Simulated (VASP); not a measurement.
Input of a VASP 6.6.1 run:

File INCAR:

```
  PREC = Accurate
  ENCUT = 600
  EDIFF = 1E-7
  ISMEAR = 0
  SIGMA = 0.1
  LREAL = F
  LASPH = T
  NELM = 150
  ALGO = Normal
  ISIF = 3
  LWAVE = F
  LCHARG = F
  ISPIN = 2
  MAGMOM = 2.5
  LORBIT = 11
  LMAXMIX = 4
  GGA = PE
  IBRION = 2
  NSW = 80
  EDIFFG = -0.004
```

Contents of KPOINTS:

```
regular mesh
0
Gamma
  20 20 20
```

POSCAR

```
Fe
1.0
   -1.4430000000      1.4430000000      1.4430000000
    1.4430000000     -1.4430000000      1.4430000000
    1.4430000000      1.4430000000     -1.4430000000
Fe
1
Direct
    0.0000000000      0.0000000000      0.0000000000
```

Potentials or basis: VASP PAW PBE potentials, release 64 (Fe).

Run with:

```bash
$ cat potpaw_PBE.64/Fe/POTCAR > POTCAR
$ mpirun -np 1 vasp_std > vasp.out
```

**Question.** What does it give for the site moments?

**Answer.** Fe +2.19 μB.

**Question.** Predict the band gap on the k mesh.

**Answer.** None (metal or under the smearing width).

**Question.** Predict the relaxed volume.

**Answer.** 11.36 Å³/atom.

The path:
| step | energy change (eV) | largest force (eV/Å) | pressure (GPa) | volume (Å³) |
| --- | --- | --- | --- | --- |
| 1 | 0.0000 | 0.0000 | -9.43 | 12.02 |
| 2 | -0.0063 | 0.0000 | 9.50 | 10.83 |
| 3 | -0.0206 | 0.0000 | 0.09 | 11.35 |
| 4 | -0.0206 | 0.0000 | -0.11 | 11.36 |
| 5 | -0.0206 | 0.0000 | -0.08 | 11.36 |
| 6 | -0.0206 | 0.0000 | -0.09 | 11.36 |
| 7 | -0.0206 | 0.0000 | -0.10 | 11.36 |
| 8 | -0.0206 | 0.0000 | -0.10 | 11.36 |
| 9 | -0.0206 | 0.0000 | -0.10 | 11.36 |
| 10 | -0.0206 | 0.0000 | -0.10 | 11.36 |
| 11 | -0.0206 | 0.0000 | -0.09 | 11.36 |
| 12 | -0.0206 | 0.0000 | -0.08 | 11.36 |
| 13 | -0.0206 | 0.0000 | -0.04 | 11.36 |
